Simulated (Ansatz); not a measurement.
Rocksalt LiF: a one-shot G0W0 calculation in Ansatz 0.2.0 (G0W0@PBE with 64 empty bands, a screening cutoff of 150 eV and a 6×6×6 mesh). The cell was relaxed with r2SCAN and then strained, so it isn't that functional's minimum.

input.yaml:
```yaml
crystal:
  lattice:
    - [0.0, 1.9549743028, 2.0236966024]
    - [1.9549743028, 0.0, 2.0236966024]
    - [1.9549743028, 1.9549743028, 0.0]
  atoms:
    - { symbol: Li, position: [0.0, 0.0, 0.0] }
    - { symbol: F, position: [0.5, 0.5, 0.5] }
kpoints:
  mp_grid: { grid: [6, 6, 6] }
hamiltonian:
  xc: pbe
scf:
  occupations: { method: fixed }
gw:
  n_empty_bands: 64
  ecut_chi: 150
  qp_bands: [v2, c2]
  qp_kpoints: band_edges
  screening: { model: contour_deformation }
```

Wall time 23 s on 1 × NVIDIA H100 80GB HBM3 with 2 threads of AMD EPYC 7R13 Processor (Zen 3), on a shared host; peak host memory 1.2 GiB.

Output, abridged:
```
Functional definition: PBE
Crystal: 2 atoms, lattice volume = 15.469 Å³
Basis set: ecut = 420 eV, 315 PW (Γ)
Bands: 9, of which v1, the nominal top of the filled ones, is band 5 counted from 1 (4 counted from 0)
Symmetry: 16 space group operations
Space group: I4/mmm (ITA 139)
k-points: 30 of 216
preconditioner: auto → none  [insulator: Δε(μ)=9.523 eV  ℏωp=26.7 eV]
SCF 1 converged in 6 iterations: F = -1016.140088 eV  dr2 = 1.85e-9
Free energy (F): -1016.140088 eV
Fermi energy:    1.501475 eV
--- Per-component energies (eV) ---
  E_band       = -113.620122
  E_kinetic    = 231.416550
  E_local      = -625.529372
  E_nonlocal   = 40.502653
  E_hartree    = 218.629990
  E_xc         = -92.027633
  E_vxc        = -118.074147
  E_paw        = -221.934136
  E_vpaw       = -79.199078
  E_ewald      = -567.200290
--- G₀W₀: contour deformation, 5 samples at zero and on the imaginary axis and 4 off it, 216 q-points, 64 empty bands' worth ---
    ik  band        ε_KS         Σx   Σc(E_QP)       V_xc       Z   E_QP_lin       E_QP  E_QP is
     0     4      1.4260   -32.1535     5.1972   -24.3099  0.8214    -1.2699    -1.2203  root
     0     5      1.5015   -32.1672     5.1774   -24.3690  0.8211    -1.1676    -1.1192  root
     0     6     11.0384    -7.8989    -3.4325   -12.9643  0.8884    12.6819    12.6713  root
     0     7     25.5993    -2.8641    -4.6674    -9.7059  0.8589    27.7933    27.7737  root
     1     4      1.3792   -32.1084     5.2011   -24.2484  0.8213    -1.3299    -1.2796  root
     1     5      1.3975   -32.0728     5.1886   -24.2362  0.8210    -1.3004    -1.2505  root
     1     6     11.7455    -8.1112    -3.4328   -13.2814  0.8852    13.4954    13.4829  root
     1     7     21.4870    -3.9785    -4.1446    -9.9228  0.8697    23.3137    23.2867  root
     2     4      1.2418   -31.9252     5.2019   -24.0398  0.8207    -1.4936    -1.4417  root
     2     5      1.2905   -32.0354     5.2101   -24.1442  0.8211    -1.4422    -1.3907  root
     2     6     12.5353    -6.4781    -3.5271   -11.7361  0.8882    14.2787    14.2662  root
     2     7     19.0896    -7.1732    -4.0416   -13.3292  0.8624    21.2365    21.2039  root
     3     4      1.1677   -31.8604     5.2086   -23.9521  0.8205    -1.5848    -1.5320  root
     3     5      1.2485   -32.0069     5.2151   -24.1006  0.8210    -1.4948    -1.4427  root
     3     6     12.5433    -5.0832    -3.5552   -10.2657  0.8935    14.1812    14.1706  root
     3     7     18.8518    -9.2518    -4.1159   -15.7323  0.8517    21.2600    21.2165  root
     4     4      1.1122   -31.7161     5.2002   -23.8042  0.8209    -1.6531    -1.5995  root
     4     5      1.2341   -31.7788     5.1808   -23.9157  0.8208    -1.5002    -1.4482  root
     4     6     12.1753    -8.5823    -3.4219   -13.8152  0.8823    14.0002    13.9863  root
     4     7     22.3332    -2.4687    -4.0485    -7.8715  0.8708    23.7044    23.6875  root
     7     4      0.4323   -30.5776     5.1531   -22.5863  0.8206    -2.4680    -2.4059  root
     7     5      1.1716   -31.8512     5.2059   -23.9449  0.8207    -1.5817    -1.5289  root
     7     6     13.5420    -6.5881    -3.5530   -11.9689  0.8850    15.3844    15.3698  root
     7     7     18.1688    -7.0832    -3.9108   -13.1268  0.8674    20.3300    20.3016  root
     8     4      0.7716   -31.1502     5.1845   -23.1858  0.8207    -2.0663    -2.0083  root
     8     5      1.3892   -32.1349     5.2008   -24.2802  0.8210    -1.3147    -1.2647  root
     8     6     12.6754    -8.0709    -3.4735   -13.3986  0.8820    14.5445    14.5296  root
     8     7     19.5781    -4.6022    -3.9700   -10.4140  0.8755    21.4417    21.4198  root
    11     4     -0.4591   -29.5474     5.1767   -21.3589  0.8186    -3.5470    -3.4708  root
    11     5      0.8078   -31.3039     5.2023   -23.3289  0.8202    -2.0225    -1.9649  root
    11     6     15.3990    -6.1864    -3.6765   -11.7694  0.8814    17.3231    17.3054  root
    11     7     17.2013    -8.0082    -3.7942   -14.0417  0.8668    19.4699    19.4407  root
    12     4      0.2208   -30.5939     5.2226   -22.4926  0.8192    -2.7236    -2.6580  root
    12     5      0.4511   -30.7240     5.1945   -22.6907  0.8195    -2.4504    -2.3877  root
    12     6     17.0238    -9.5524    -3.8336   -15.8477  0.8590    19.5228    19.4854  root
    12     7     18.0646    -2.7448    -3.7023    -7.7601  0.8903    19.3862    19.3775  root
  […]
```

The points are ik 0 = (0, 0, 0) (Γ), ik 1 = (0, 0, 1/6), ik 2 = (0, 0, 1/3), ik 3 = (0, 0, -1/2) (L), ik 4 = (0, 1/6, 1/6), ik 7 = (0, 1/6, -1/3), ik 8 = (0, 1/6, -1/6), ik 11 = (0, 1/3, -1/3), ik 12 = (0, -1/2, -1/2) (X), ik 13 = (1/6, 1/6, 0), ik 14 = (1/6, 1/6, 1/3), ik 15 = (1/6, 1/6, -1/2); band 5 is the last filled one.

The quasiparticle gap on this mesh is 13.79 eV (direct at Γ), against 9.54 eV from PBE: +4.25 eV. Renormalisation factors Z lie between 0.82 and 0.89. The G0W0 figures hold for the stated bands, cutoff and mesh and aren't extrapolated.

Calculated for a static, non-magnetic cell.
